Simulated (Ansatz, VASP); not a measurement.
## One calculation of Hf, two programs

File INCAR:

```
ALGO     = Normal         # electronic algorithm
EDIFF    = 1E-7           # SCF threshold, eV
ENCUT    = 520            # plane-wave cutoff, eV
GGA      = PE             # functional
ISIF     = 2              # what is computed and relaxed
ISMEAR   = -1             # smearing method
LASPH    = T              # aspherical terms in the spheres
LCHARG   = F              # write CHGCAR
LREAL    = F              # projectors in reciprocal space
LWAVE    = F              # write WAVECAR
NBANDS   = 17             # bands
NELM     = 80             # most SCF steps
PREC     = Accurate       # precision mode
SIGMA    = 0.02           # smearing width, eV
```

KPOINTS

```
k-points
0
Gamma
  5 5 2
```

POSCAR

```
Hf
1.0
    3.1967000000      0.0000000000      0.0000000000
   -1.5983500000      2.7684234083      0.0000000000
    0.0000000000      0.0000000000      5.0578000000
Hf
2
Direct
    0.6666666667      0.3333333333      0.7500000000
    0.3333333333      0.6666666667      0.2500000000
```

input.yaml

```yaml
crystal:
  lattice:
    - [3.1967, 0.0, 0.0]
    - [-1.59835, 2.7684234083, 0.0]
    - [0.0, 0.0, 5.0578]
  atoms:
    - { symbol: Hf, position: [0.6666666667, 0.3333333333, 0.75] }
    - { symbol: Hf, position: [0.3333333333, 0.6666666667, 0.25] }
kpoints:
  mp_grid: { grid: [5, 5, 2] }
scf:
  occupations: { method: fermi_dirac, width: 0.02 }
hamiltonian:
  xc: pbe
  pseudopotentials: { kind: all_electron, lapw: { basis_error: 0.002 } }
output:
  forces: true
  stress: true
  eigenvalues: true
```

Alike in both runs: task single point; functional PBE; k mesh 5 × 5 × 2; occupations fermi-dirac, width 0.02 eV; no spin polarisation.

```csv
,VASP,Ansatz
version,VASP 6.6.1,Ansatz 0.2.0
potentials or method,"VASP PAW PBE potentials, release 64 (Hf_pv)","all-electron LAPW, scalar-relativistic"
plane-wave cutoff (eV),520,see its input
```

|  | VASP | Ansatz | Ansatz less VASP |
| --- | --- | --- | --- |
| gap on the k mesh at the Fermi level (eV) | none | none | - |
| pressure (GPa) | -0.5 | 0.0 | +0.47 |
| largest component of the traceless stress (GPa) | 1.29 | 1.41 | +0.114 |

A gap of «none» marks a metal or a gap that the smearing closes. Ansatz ran all-electron here, so the differences hold the error of VASP's frozen core and of both bases.

Caveats: the k mesh is coarse (spacing up to 0.62 Å⁻¹), so the values aren't converged; the k mesh is thin for a metal, which can move the energy by tens of meV per atom (Ansatz). Spin-orbit coupling is left out, which matters for the levels of Hf.
